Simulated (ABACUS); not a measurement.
# InPd (Pm-3m) in ABACUS: settings compared, part 2 of 2

ABACUS 3.10.1. The steps go on from the part before.

### 3 Single point, revPBE

run_abacus.py reads:

```python
"""ABACUS run from a structure file: ASE reads it, the script writes STRU, KPT and INPUT."""
import re
import subprocess
import spglib
from ase import Atoms
from ase.io import read
from ase.units import Bohr

atoms = read("InPd.cif")
cell, frac, numbers = spglib.standardize_cell((atoms.cell[:], atoms.get_scaled_positions(), atoms.numbers), to_primitive=True, symprec=1e-4)
atoms = Atoms(numbers=numbers, cell=cell, scaled_positions=frac, pbc=True)  # the primitive cell
atoms = atoms[(-atoms.numbers).argsort(kind="stable")]  # ABACUS lists atoms element by element
pseudo = {'In': 'In_ONCV_PBE-1.2.upf', 'Pd': 'Pd_ONCV_PBE-1.2.upf'}
orbital = {'In': 'In_confined-atom_8au_2s2p2d.orb', 'Pd': 'Pd_confined-atom_7au_3s2p2d1f.orb'}
magmoms = None
kmesh = [6, 6, 6]
params = {
    'suffix': 'InPd',
    'calculation': 'scf',
    'basis_type': 'lcao',
    'pseudo_dir': './',
    'orbital_dir': './',
    'symmetry': 1,
    'dft_functional': 'revpbe',
    'ecutwfc': 100,
    'pseudo_rcut': 7,
    'nspin': 1,
    'nbands': 26,
    'ks_solver': 'genelpa',
    'smearing_method': 'fd',
    'smearing_sigma': 0.00367493,
    'scf_thr': 1e-07,
    'scf_nmax': 100,
    'mixing_type': 'broyden',
    'mixing_beta': 0.7,
    'cal_force': 1,
    'cal_stress': 1,
    'out_mul': 1,
    'out_chg': 1,
}

symbols = atoms.get_chemical_symbols()
elements = list(dict.fromkeys(symbols))
lines = ["ATOMIC_SPECIES"] + [f"{e} {atoms.get_masses()[symbols.index(e)]:.4f} {pseudo[e]}" for e in elements]
if orbital:
    lines += ["", "NUMERICAL_ORBITAL"] + [orbital[e] for e in elements]
lines += ["", "LATTICE_CONSTANT", f"{1 / Bohr:.10f}", "", "LATTICE_VECTORS"]
lines += [" ".join(f"{x:.10f}" for x in v) for v in atoms.cell]
lines += ["", "ATOMIC_POSITIONS", "Direct"]
for e in elements:
    lines += ["", e, "0.0", str(symbols.count(e))]
    for i, p in enumerate(atoms.get_scaled_positions(wrap=False)):
        if symbols[i] == e:
            mag = "" if magmoms is None else " mag " + " ".join(str(x) for x in (magmoms[i] if isinstance(magmoms[i], list) else [magmoms[i]]))
            lines.append(" ".join(f"{x:.10f}" for x in p) + " 1 1 1" + mag)
open("STRU", "w").write("\n".join(lines) + "\n")
open("KPT", "w").write("K_POINTS\n0\nGamma\n%d %d %d 0 0 0\n" % tuple(kmesh))
open("INPUT", "w").write("INPUT_PARAMETERS\n" + "".join(f"{k:<20s}{v}\n" for k, v in params.items()))

done = subprocess.run(['mpirun', '-np', '4', 'abacus'])
if done.returncode:
    raise SystemExit(done.returncode)
log = open("OUT.InPd/running_scf.log").read()
print("final energy (eV):", re.findall(r"FINAL_ETOT_IS (\S+)", log))
```

InPd.cif reads:

```cif
data_InPd
_cell_length_a 3.27188478
_cell_length_b 3.27188478
_cell_length_c 3.27188478
_cell_angle_alpha 90.00000000
_cell_angle_beta 90.00000000
_cell_angle_gamma 90.00000000
_space_group_name_H-M_alt 'Pm-3m'
_space_group_name_Hall '-P 4 2 3'
_space_group_IT_number 221
loop_
_space_group_symop_operation_xyz
'x,y,z'
'-x,-y,-z'
'-y,x,z'
'y,-x,-z'
'-x,-y,z'
'x,y,-z'
'y,-x,z'
'-y,x,-z'
'x,-y,-z'
'-x,y,z'
'-y,-x,-z'
'y,x,z'
'-x,y,-z'
'x,-y,z'
'y,x,-z'
'-y,-x,z'
'z,x,y'
'-z,-x,-y'
'z,-y,x'
'-z,y,-x'
'z,-x,-y'
'-z,x,y'
'z,y,-x'
'-z,-y,x'
'-z,x,-y'
'z,-x,y'
'-z,-y,-x'
'z,y,x'
'-z,-x,y'
'z,x,-y'
'-z,y,x'
'z,-y,-x'
'y,z,x'
'-y,-z,-x'
'x,z,-y'
'-x,-z,y'
'-y,z,-x'
'y,-z,x'
'-x,z,y'
'x,-z,-y'
'-y,-z,x'
'y,z,-x'
'-x,-z,-y'
'x,z,y'
'y,-z,-x'
'-y,z,x'
'x,-z,y'
'-x,z,-y'
loop_
_atom_site_label
_atom_site_type_symbol
_atom_site_symmetry_multiplicity
_atom_site_Wyckoff_symbol
_atom_site_fract_x
_atom_site_fract_y
_atom_site_fract_z
_atom_site_occupancy
In1 In 1 a 0.0000000000 0.0000000000 0.0000000000 1
Pd1 Pd 1 b 0.5000000000 0.5000000000 0.5000000000 1
```

Potentials or basis: SG15 ONCV 1.2 PBE, DZP LCAO (the cutoffs set its grid).

The run is started by

```bash
$ OMP_NUM_THREADS=1 python run_abacus.py > log
```

running log:

```text
ABACUS v3.10.1

               Atomic-orbital Based Ab-initio Computation at UStc

 ------------------------------------------------------------------------------------

 READING GENERAL INFORMATION
                           global_out_dir = OUT.InPd/
                           global_in_card = INPUT
                               pseudo_dir = ./
                              orbital_dir = ./
                                    DSIZE = 4
                                    GSIZE = 1

 READING UNITCELL INFORMATION
                                    ntype = 2
                  lattice constant (Bohr) = 1.88973
              lattice constant (Angstrom) = 1

 READING ATOM TYPE 1
                               atom label = In
                      L=0, number of zeta = 2
                      L=1, number of zeta = 2
                      L=2, number of zeta = 2
             number of atom for this type = 1

 READING ATOM TYPE 2
                               atom label = Pd
                      L=0, number of zeta = 3
                      L=1, number of zeta = 2
                      L=2, number of zeta = 2
                      L=3, number of zeta = 1
             number of atom for this type = 1

                        TOTAL ATOM NUMBER = 2
DIRECT COORDINATES
    atom                   x                   y                   z     mag                  vx                  vy                  vz
taud_In1            0.0000000000        0.0000000000        0.0000000000  0.0000        0.0000000000        0.0000000000        0.0000000000
taud_Pd1            0.5000000000        0.5000000000        0.5000000000  0.0000        0.0000000000        0.0000000000        0.0000000000

                          Volume (Bohr^3) = 236.369
                             Volume (A^3) = 35.0262

 Lattice vectors: (Cartesian coordinate: in unit of a_0)
             +3.27188                  +0                  +0
                   +0            +3.27188                  +0
                   +0                  +0            +3.27188
 Reciprocal vectors: (Cartesian coordinate: in unit of 2 pi/a_0)
            +0.305634                  -0                  +0
                   -0           +0.305634                  -0
[... 217 lines left out ...]
              Atom number in sub-FFT-grid = 2
    Local orbitals number in sub-FFT-grid = 44
                                ParaV.nnr = 80838
                                 init_chg = atomic

 LCAO ALGORITHM --------------- ION=   1  ELEC=   1--------------------------------

 Density error is 0.0543082157358
----------------------------------------------------------
     Energy           Rydberg                 eV
----------------------------------------------------------
 E_KohnSham     -357.9510483702      -4870.1738629078
 E_Harris       -353.0153959780      -4803.0208670269
 E_Fermi        1.2840420257         17.4702880204
----------------------------------------------------------
[... 80 lines left out ...]
 Density error is 2.10880357427e-08
----------------------------------------------------------
     Energy           Rydberg                 eV
----------------------------------------------------------
 E_KohnSham     -358.1109259394      -4872.3491088314
 E_KS(sigma->0) -358.1106975256      -4872.3460011032
 E_Harris       -358.1109267610      -4872.3491200106
 E_band         -8.1890373378        -111.4175689286
 E_one_elec     -106.8034044529      -1453.1348663576
 E_Hartree      74.7453232133        1016.9622945521
 E_xc           -39.1199272220       -532.2539155649
 E_Ewald        -286.9324606503      -3903.9164060046
 E_entropy(-TS) -0.0004568275        -0.0062154565
 E_descf        0.0000000000         0.0000000000
 E_exx          0.0000000000         0.0000000000
 E_Fermi        1.3197806950         17.9565375627
----------------------------------------------------------

 charge density convergence is achieved
 final etot is -4872.3491088 eV
 EFERMI = 17.956537563 eV

 STATE ENERGY(eV) AND OCCUPATIONS    NSPIN == 1
 1/20 kpoint (Cartesian) = 0.0000 0.0000 0.0000 (986 pws)
       1       -66.7372     0.00925926
       2       -32.4573     0.00925926
       3       -32.4573     0.00925926
       4       -32.4573     0.00925926
       5        2.72711     0.00925926
       6        2.72711     0.00925926
[... 158 lines left out ...]
      25        37.7175        0.00000
      26        39.7894        0.00000

[... levels at 14 further k points ...]

 correction force for each atom along direction 1 is 1.75544e-14
 correction force for each atom along direction 2 is 1.47142e-15
 correction force for each atom along direction 3 is -2.86874e-14
------------------------------------------------------------------------------------------
 TOTAL-FORCE (eV/Angstrom)
------------------------------------------------------------------------------------------
                       In1         0.0000000000         0.0000000000         0.0000000000
                       Pd1         0.0000000000         0.0000000000         0.0000000000
------------------------------------------------------------------------------------------

----------------------------------------------------------------
 TOTAL-STRESS (KBAR)
----------------------------------------------------------------
        95.2145883174         0.0000000000        -0.0000000000
         0.0000000000        95.2145883174         0.0000000000
        -0.0000000000         0.0000000000        95.2145883174
----------------------------------------------------------------
 TOTAL-PRESSURE: 95.214588 KBAR

 --------------------------------------------
 !FINAL_ETOT_IS -4872.3491088314067383 eV
 --------------------------------------------
```

INPUT:

```text
INPUT_PARAMETERS
suffix              InPd
calculation         scf
basis_type          lcao
pseudo_dir          ./
orbital_dir         ./
symmetry            1
dft_functional      revpbe
ecutwfc             100
pseudo_rcut         7
nspin               1
nbands              26
ks_solver           genelpa
smearing_method     fd
smearing_sigma      0.00367493
scf_thr             1e-07
scf_nmax            100
mixing_type         broyden
mixing_beta         0.7
cal_force           1
cal_stress          1
out_mul             1
out_chg             1
```

It took 8.6 s on 4 MPI ranks of Intel Xeon Platinum 8175M at 2.50GHz (Skylake/Cascade Lake), shared host; peak memory 0.48 GiB.

What came out:

| Quantity | Value |
| --- | --- |
| Free energy | -4872.3491 eV |
| Pressure | 9.5 GPa |
| Band gap on the k mesh | none (metal or under the smearing width) |
| Mulliken charges | In -0.45; Pd +0.45 e |

Caveat: the atomic orbitals were generated for these runs and aren't a published set; Mulliken charges move with the basis; the potentials were made for another functional, which shifts forces and pressure; the basis of atomic orbitals isn't converged, which shifts pressures, moduli and gaps.
